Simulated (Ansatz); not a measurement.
Input file for Ansatz (an electronic-structure program):

Ansatz 0.2 input:
```yaml
crystal:
  lattice:
    - [6.2383162828, 0.0, 0.0]
    - [0.0, 6.2383162828, 0.0]
    - [0.0, 0.0, 6.2383162828]
  atoms:
    - { symbol: Cs, position: [0.5, 0.5, 0.5] }
    - { symbol: Pb, position: [0.0, 0.0, 0.0] }
    - { symbol: I, position: [0.0, 0.0, 0.5] }
    - { symbol: I, position: [0.5, 0.0, 0.0] }
    - { symbol: I, position: [0.0, 0.5, 0.0] }
kpoints:
  mp_grid: { grid: [4, 4, 4] }
basis: { xc_grid: 2 }
hamiltonian:
  xc: pbesol
  pseudopotentials: { kind: paw }
scf:
  occupations: { method: fixed }
output:
  optics: { e_range: [0.0, 15.0], de: 0.05, sigma: 0.1, bands: { spectra_wanted_up_to: 12 eV } }
```

Output (shortened):

```
output.optics: the spectra are integrated over the Brillouin zone by k·p interpolation around the k-points, where levels, occupations, output.optics.sigma and …
Pseudopotential: Cs, paw, valence charge 9
Pseudopotential: Pb, paw, valence charge 14
Pseudopotential: I, paw, valence charge 17
Functional definition: PBEsol
Crystal: 5 atoms, lattice volume = 242.774 Å³
Basis set: ecut = 420 eV, 4729 PW (Γ), exchange–correlation on 90×90×90 points (8 copies of the dense FFT grid, shifted against one another)
Bands: 45, of which v1, the nominal top of the filled ones, is band 37 counted from 1 (36 counted from 0)
Symmetry: 48 space group operations
Space group: Pm-3m (ITA 221), of the structure as read, at distance tolerance 6.2e-5 Å
k-points: 10 of 64
SCF iter   1: F=—  HF=-39642.413714 eV  |F-HF|=—  |Δ(HF+E_count)|=         —  Δρ=1.59e-3  dr2=7.75e-3  ethr=1.77e-3  ⟨swp⟩=5.6  Hψ=1621  notcnv=0  defer=48
preconditioner: auto → Resta (q_TF=auto, 2.238 Å⁻¹)
SCF iter   2: F=—  HF=-39642.411395 eV  |F-HF|=—  |Δ(HF+E_count)|=   2.32e-3  Δρ=1.00e-3  dr2=2.17e-3  ethr=1.05e-5  ⟨swp⟩=3.7  Hψ=937  notcnv=0  defer=57
SCF iter   3: F=—  HF=-39642.411913 eV  |F-HF|=—  |Δ(HF+E_count)|=   5.18e-4  Δρ=3.14e-4  dr2=1.76e-4  ethr=2.93e-6  ⟨swp⟩=3.0  Hψ=843  notcnv=0  defer=57
SCF iter   4: F=—  HF=-39642.411803 eV  |F-HF|=—  |Δ(HF+E_count)|=   1.10e-4  Δρ=1.01e-4  dr2=2.65e-5  ethr=2.38e-7  ⟨swp⟩=2.0  Hψ=800  notcnv=0  defer=57
SCF iter   5: F=—  HF=-39642.411835 eV  |F-HF|=—  |Δ(HF+E_count)|=   3.14e-5  Δρ=1.54e-5  dr2=1.04e-6  ethr=3.58e-8  ⟨swp⟩=2.0  Hψ=800  notcnv=0  defer=56
SCF iter   6: F=—  HF=-39642.411801 eV  |F-HF|=—  |Δ(HF+E_count)|=   3.41e-5  Δρ=3.67e-6  dr2=4.81e-8  ethr=1.40e-9  ⟨swp⟩=2.0  Hψ=590  notcnv=0  defer=53
SCF iter   7: F=—  HF=-39642.411801 eV  |F-HF|=—  |Δ(HF+E_count)|=   1.82e-8  Δρ=9.71e-7  dr2=2.22e-9  ethr=6.50e-11  ⟨swp⟩=2.7  Hψ=750  notcnv=0  defer=53
SCF iter   8: F=—  HF=-39642.411801 eV  |F-HF|=—  |Δ(HF+E_count)|=  4.66e-10  Δρ=2.10e-7  dr2=1.07e-10  ethr=2.99e-12  ⟨swp⟩=2.0  Hψ=800  notcnv=0  defer=53
SCF iter   9: F=-39642.411801 eV  HF=-39642.411801 eV  |F-HF|=7.28e-12  |Δ(HF+E_count)|=  7.28e-12  Δρ=5.92e-8  dr2=6.69e-12  ethr=1.00e-12  ⟨swp⟩=16.4  Hψ=2347  notcnv=0
SCF 1 converged in 9 iterations: F = -39642.411801 eV  dr2 = 6.69e-12
NSCF: frozen V_eff on 10 k-points
Optics k sum: 0 of 10 k-points
Optics k sum: 1 of 10 k-points
Optics k sum: 2 of 10 k-points
Optics k sum: 3 of 10 k-points
Optics k sum: 4 of 10 k-points
Optics k sum: 5 of 10 k-points
Optics k sum: 6 of 10 k-points
Optics k sum: 7 of 10 k-points
Optics k sum: 8 of 10 k-points
Optics k sum: 9 of 10 k-points
Optics k sum: 10 of 10 k-points
Optics k sum: 0 of 10 k-points
Optics k sum: 1 of 10 k-points
Optics k sum: 2 of 10 k-points
Optics k sum: 3 of 10 k-points
Optics k sum: 4 of 10 k-points
Optics k sum: 5 of 10 k-points
Optics k sum: 6 of 10 k-points
Optics k sum: 7 of 10 k-points
Optics k sum: 8 of 10 k-points
Optics k sum: 9 of 10 k-points
Optics k sum: 10 of 10 k-points
output.optics: what the bands over the 94 summed would add to eps1, eps2 and the energy-loss function is held between a lower and an upper bound (7 Lanczos …
SCF converged after 9 iterations
Free energy (F): -39642.411801 eV
Harris-Foulkes:  -39642.411801 eV  (|F-HF|=7.28e-12)
Internal energy: -39642.411801 eV  (E = F + TS)
E sigma→0 (E₀):  -39642.411801 eV
Fermi energy:    4.494987 eV
--- Per-component energies (eV) ---
  E_band       = -1381.951231
  E_kinetic    = 997.090525
  E_local      = -8987.613859  (includes V_loc(G=0)·N_el)
  E_nonlocal   = 117.311022
  E_hartree    = 4370.190691
  E_xc         = -773.206591
  E_vxc        = -643.855768  (∫ρ·V_xc dr)
  E_paw        = -29447.180827  (= ΣΔE_a)
  E_vpaw       = -1605.264400  (= ΣTr[D̂ρ^β])
  E_aug_tail   = 0.000090  (compensation charges beyond the density's cutoff)
  E_ewald      = -5920.445555
  E_core_change = 1.442703  (= ΣΔE_core)
  E_smearing   =  0.000000  (= −TS)
  E_closure    =  0.000000  (closes the sum)
  Σ components = -39642.411801   (vs F -39642.411801, Δ=0.00e0)
  [band-id]    e_kinetic+e_local+e_nonlocal+2·e_hartree+e_vxc+e_vpaw+e_augmentation_tail = -1381.951006   (vs E_band -1381.951231, Δ=2.25e-4)
--- Band table (eV; the first three rows and the last of 10) ---
  k-point 0: bands = ["-39.8590", "-39.8587", "-39.8587", "-39.8222", "-39.8222", "-39.8222", "-39.8216", "-39.8216", "-39.8216", "-39.7288", "-39.7288", "-39.7288", "-39.7282", "-39.7282", "-39.7279", "-17.0623", "-12.3159", "-12.3159", "-12.2359", …
  k-point 1: bands = ["-39.8590", "-39.8587", "-39.8587", "-39.8222", "-39.8221", "-39.8221", "-39.8217", "-39.8217", "-39.8217", "-39.7288", "-39.7288", "-39.7288", "-39.7282", "-39.7281", "-39.7280", "-17.0621", "-12.3159", "-12.3081", "-12.2362", …
  k-point 2: bands = ["-39.8589", "-39.8588", "-39.8587", "-39.8222", "-39.8219", "-39.8219", "-39.8219", "-39.8219", "-39.8217", "-39.7288", "-39.7288", "-39.7288", "-39.7281", "-39.7281", "-39.7280", "-17.0619", "-12.3159", "-12.3001", "-12.2366", …
  k-point 9: bands = ["-39.8588", "-39.8588", "-39.8588", "-39.8219", "-39.8219", "-39.8219", "-39.8219", "-39.8219", "-39.8219", "-39.7288", "-39.7287", "-39.7287", "-39.7281", "-39.7281", "-39.7281", "-17.0613", "-12.2917", "-12.2917", "-12.2374", …
```

Cost: around 2.4 core-minutes (rough) on shared cores.

This is a known high-temperature phase of the composition, computed here at zero pressure and temperature. Symmetry was held in the PBEsol relaxation; of distortions, only those at the zone centre were tested, and some modes there are weakly imaginary. Scalar-relativistic: spin–orbit coupling is off unless named, which matters more the heavier the elements.

Potentials: the later of the program's two PAW sets.

Ansatz is a plane-wave DFT program.
